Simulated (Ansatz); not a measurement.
MgO: energy along a strain

MgO, P6_3/mmc, a = 3.484 Å, c = 4.186 Å. This isn't the usual stable structure of the compound. Ansatz: r2SCAN, PAW, 500 eV, Γ-centred 6×6×6 mesh on 4 atoms, Gaussian smearing 0.05 eV; no spin polarisation. Cell vectors (Å): 3.484 0.000 0.000; -1.742 3.017 0.000; 0.000 0.000 4.186. The cell is strained by x per cent times the pattern (0 0 1 0 0 0) in the order xx yy zz yz xz xy (engineering shears), with fractional coordinates held. y is the free energy over the start, V0 = 11.001 Å³/atom.

| x (%) | y (meV/atom) |
| --- | --- |
| -2.00 | ? |
| -1.50 | 2.25 |
| -1.00 | 0.98 |
| -0.50 | 0.24 |
| 0.00 | 0.00 |
| 0.50 | 0.23 |
| 1.00 | 0.90 |
| 1.50 | 1.99 |
| 1.75 | 2.68 |
| 2.00 | 3.46 |

**Question.** Fit y = c2 x² + c3 x³ to the other rows, get the stiffness along the pattern, and predict the missing energy.

**Answer.** Least squares on the rows shown. y = 0.9420 x² − 0.03848 x³. The clamped-ion stiffness p·C·p = 2 × 9.420 eV × 160.2 / 11.001 Å³ = 274 GPa, which is C33 in these axes. At x = -2.00 the fit asked for gives 4.08 meV/atom. The run gave 4.09 meV/atom, so the fit is 0.01 meV/atom too low, a small miss on the scale of the series.

Cost: 10 runs of about 0.63 core-minutes in all, on Arm Neoverse V2 (shared hosts).